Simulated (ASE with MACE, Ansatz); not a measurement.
# Hydroxylated alpha-Al2O3(0001): reaction with HF against coverage

How does the energy per group change with coverage, and how much of it hangs on the level of theory?

Calculated with Ansatz 0.2.0: Kohn-Sham DFT, PBE+D3(BJ), PAW (set soft_2), plane waves; cutoff 420 eV, fermi-dirac smearing of 0.025 eV (for the slabs). Every cell is relaxed with this functional, then solved at fixed geometry with r2SCAN+D4, PBE+D3(BJ) on a denser mesh, PBE, RPBE+D3(BJ) and HSE06+D3(BJ). Cutoffs: 420 eV for PBE+D3(BJ), PBE, RPBE+D3(BJ) and HSE06+D3(BJ); 500 eV for r2SCAN+D4.

**The cells**

The cell holds 76 atoms: 16 Al, 36 O and 24 H. Cell: a = 9.580 Å, b = 9.580 Å, c = 22.300 Å, α = 90.0°, β = 90.0°, γ = 120.0°. It derives from Al2O3 (hydroxylated alpha-Al2O3(0001)). The starting structure: Corundum (0001), 2 x 2 cells, three layers of O, the outer two all OH (lattice constants typed as starting values near PBE's), about 15 Å of vacuum, lower atoms held. Vacuum lies along c. 32 atoms are held.

- Hydroxylated alpha-Al2O3(0001) with 1 of its OH changed to F: 1 top OH groups nearest the cell's middle replaced by F, eased by MACE.
- Hydroxylated alpha-Al2O3(0001) with 2 of its OH changed to F: 2 top OH groups nearest the cell's middle replaced by F, eased by MACE.
- Hydroxylated alpha-Al2O3(0001) with 3 of its OH changed to F: 3 top OH groups nearest the cell's middle replaced by F, eased by MACE.
- The other coverages are made alike.

Molecules sit alone in boxes of 11 to 13 Å, at Γ at every level, with a smearing of 0.01 eV.

The input of the single point on the relaxed bare surface:

```yaml
crystal:
  lattice:
    - [9.58, 0.0, 0.0]
    - [-4.79, 8.29652, 0.0]
    - [0.0, 0.0, 22.3]
  atoms:
    - { symbol: Al, position: [0.00466, 0.99967, 0.14506] }
    - { symbol: Al, position: [0.34142, 0.17341, 0.22808] }
    - { symbol: Al, position: [0.17243, 0.33447, 0.1296] }
    - { symbol: Al, position: [0.17153, 0.3337, 0.24452] }
    [... 70 atom lines left out ...]
    - { symbol: H, position: [0.75832, 0.74072, 0.31756] }
    - { symbol: H, position: [0.75941, 0.51138, 0.31848] }
kpoints:
  mp_grid: { grid: [1, 1, 1] }
hamiltonian:
  xc: pbe
  dispersion: d3bj
scf:
  occupations: { method: fermi_dirac, width: 0.025 }
output:
  forces: true
  populations: true
  dos:
    method: { smearing: { sigma: 0.08 } }
    de: 0.1
    projected:
      site_lists:
        Al: [Al]
        H: [H]
        O: [O]
        slab: [... 76 sites ...]
  eigenvalues: true
  write_density: true
  write_potential: true
  volumetric_format: npy
```

| cell | formula | k-mesh | relaxation steps | gain on relaxing (eV) | free energy, PBE+D3(BJ) (eV) | Kohn-Sham gap (eV) | time of its runs on this page |
| --- | --- | --- | --- | --- | --- | --- | --- |
| hydroxylated alpha-Al2O3(0001) | Al16H24O36 | 1×1×1 | 3 | 0.02 | -29478.692 | 4.34 | 3.8 min |
| hydroxylated alpha-Al2O3(0001) with 1 of its OH changed to F | Al16H23O35F | 1×1×1 | 3 | 0.02 | -29704.285 | 4.38 | 3.7 min |
| hydroxylated alpha-Al2O3(0001) with 2 of its OH changed to F | Al16H22O34F2 | 1×1×1 | 3 | 0.03 | -29929.969 | 4.41 | 3.6 min |
| hydroxylated alpha-Al2O3(0001) with 3 of its OH changed to F | Al16H21O33F3 | 1×1×1 | 4 | 0.03 | -30155.558 | 4.45 | 3.8 min |
| hydroxylated alpha-Al2O3(0001) with 4 of its OH changed to F | Al16H20O32F4 | 1×1×1 | 6 | 0.03 | -30381.109 | 4.49 | 3.8 min |
| hydroxylated alpha-Al2O3(0001) with 6 of its OH changed to F | Al16H18O30F6 | 1×1×1 | 5 | 0.03 | -30831.862 | 4.56 | 3.8 min |
| hydroxylated alpha-Al2O3(0001) with 8 of its OH changed to F | Al16H16O28F8 | 1×1×1 | 5 | 0.04 | -31282.498 | 4.62 | 3.7 min |
| H2O | H2O | 1×1×1 | 4 | 0.15 | -599.231 | 6.23 | 26 s |
| HF | HF | 1×1×1 | 4 | 0.04 | -824.207 | 8.56 | 20 s |

The gap is that between the highest filled and lowest empty Kohn-Sham level; a dash marks none computed or no clear gap. Times come from shared hosts and are rough.

**Reaction energies**

Products less reactants, from the free energies above and their like at the other levels, in eV per group:

```
                                 change  PBE+D3(BJ)  r2SCAN+D4  PBE+D3(BJ), denser mesh    PBE  RPBE+D3(BJ)  HSE06+D3(BJ)
1 x (surface OH + HF → surface F + H2O)       -0.62      -0.69                    -0.61  -0.72        -0.48         -0.63
2 x (surface OH + HF → surface F + H2O)       -0.66      -0.74                    -0.66  -0.76        -0.53         -0.68
3 x (surface OH + HF → surface F + H2O)       -0.65      -0.72                    -0.64  -0.75        -0.52         -0.65
4 x (surface OH + HF → surface F + H2O)       -0.63      -0.70                    -0.62  -0.73        -0.50         -0.64
6 x (surface OH + HF → surface F + H2O)       -0.55      -0.62                    -0.55  -0.65        -0.43         -0.56
8 x (surface OH + HF → surface F + H2O)       -0.50      -0.57                    -0.50  -0.60        -0.38         -0.50
```

Worked for the first row at PBE+D3(BJ): (-29704.285) + (-599.231) − (-29478.692) − (-824.207) = -0.618 eV (from unrounded energies).

**What the relaxations did**

Bonds are pairs closer than 1.18 times the sum of covalent radii, pairs of two metal atoms left out; a bond counts as made or broken only if it crosses from under that bound to over 1.3 times, or back. All concern the added atoms.

| cell | bonds to the surface at the end | nearest contact (Å) | made in DFT | broken in DFT | largest move (Å) |
| --- | --- | --- | --- | --- | --- |
| hydroxylated alpha-Al2O3(0001) with 1 of its OH changed to F | 2 Al–F | F–Al 1.81 | none | none | 0.06 |
| hydroxylated alpha-Al2O3(0001) with 2 of its OH changed to F | 4 Al–F | F–Al 1.81 | none | none | 0.07 |
| hydroxylated alpha-Al2O3(0001) with 3 of its OH changed to F | 6 Al–F | F–Al 1.79 | none | none | 0.11 |
| hydroxylated alpha-Al2O3(0001) with 4 of its OH changed to F | 8 Al–F | F–Al 1.78 | none | none | 0.11 |
| hydroxylated alpha-Al2O3(0001) with 6 of its OH changed to F | 12 Al–F | F–Al 1.78 | none | none | 0.12 |
| hydroxylated alpha-Al2O3(0001) with 8 of its OH changed to F | 16 Al–F | F–Al 1.77 | none | none | 0.13 |

**Findings**

At PBE+D3(BJ) the energy per group is lowest at 2 groups (-0.66 eV) and highest at 8 groups (-0.50 eV). The energy of adding a further group, from differences of neighbouring rows, lies between -0.71 and -0.34 eV, and the last interval gives -0.34 eV. For the last row, at the same geometries the levels give -0.60 (PBE) to -0.38 eV per group (RPBE+D3(BJ)), the denser mesh leaves it within 0.01 eV per group and the D3 term supplies +0.10 eV per group of it.

Limits: These are static energies with no barriers, zero-point energy or heat. All slabs, the starting one too, were first eased by a machine-learned potential, and one starting arrangement a cell was relaxed; others may lie lower. Only one face is changed, and the cells carry no dipole correction. Levels with D3 or D4 differ in the size of their dispersion terms as well as in the functional. In some runs the program notes that the exchange-correlation potential is rough where the density is thin.

[Logs are printed without paths, hosts, clocks, repeated set-up lines and the standing remarks that a program may print on its own settings, such as how far it seeks lower states.]

[Hosts, paths, dates, database ids (printed as entryN), source tags and the programs' standing remarks are cut or masked in the printed files.]
